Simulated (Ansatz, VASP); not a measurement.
# One calculation of Se, two programs

File INCAR:

```
SYSTEM = Se
PREC = Accurate
ENCUT = 600
EDIFF = 1E-6
ISMEAR = 0
SIGMA = 0.1
LREAL = .False.
LASPH = .True.
NELM = 100
ALGO = Normal
ISIF = 3
LWAVE = .False.
LCHARG = .False.
GGA = PE
IBRION = 2
NSW = 100
EDIFFG = -0.01
```

File KPOINTS:

```
regular mesh
0
Gamma
  20 20 14
  0 0 0
```

Contents of POSCAR:

```
Se
1.0
    2.6349659243      0.0000000000      0.0000000000
    0.0000000000      2.6349659243      0.0000000000
    0.0000000000      0.0000000000      4.3548741541
Se
1
Direct
    0.5000000000      0.5000000000      0.0000000000
```

Input for Ansatz:

```yaml
crystal:
  lattice:
    - [2.6349659243, 0.0, 0.0]
    - [0.0, 2.6349659243, 0.0]
    - [0.0, 0.0, 4.3548741541]
  atoms:
    - { symbol: Se, position: [0.5, 0.5, 0.0] }
basis:
  ecutwfc: 420
kpoints:
  mp_grid: { grid: [20, 20, 14] }
hamiltonian:
  xc: pbe
scf:
  occupations: { method: gaussian, width: 0.1 }
output:
  forces: true
  stress: true
  eigenvalues: true
  write_density: true
  write_potential: true
  elf: true
  volumetric_format: npy
relax:
  adjacent_minimum: "off"
  f_tol: 0.01
  max_steps: 80
  cell: { stress_tol: 0.05 }
```

Alike in both runs: task relaxation of cell and atoms; functional PBE; k mesh 20 × 20 × 14; occupations gaussian, width 0.1 eV; no spin polarisation.

|  | VASP | Ansatz |
| --- | --- | --- |
| version | VASP 6.6.1 | Ansatz 0.2.0 |
| potentials or method | VASP PAW PBE potentials, release 64 (Se) | scalar-relativistic, plane waves, PAW |
| plane-wave cutoff (eV) | 600 | 420 |
| valence electrons in the cell | 6 | 16 |

```csv
,VASP,Ansatz,Ansatz less VASP
"gap on the k mesh at the Fermi level, each at its own relaxed structure (eV)",none,none,-
relaxed volume (Å³/atom),30.24,30.24,0.000
relaxed cell length with the largest relative difference (Å),2.635,2.635,0.0000
```

A gap of «none» marks a metal or a gap that the smearing closes. The two sets of potentials don't hold the same shells in valence.

Caveats: the relaxation stopped at its first step, so nothing moved.
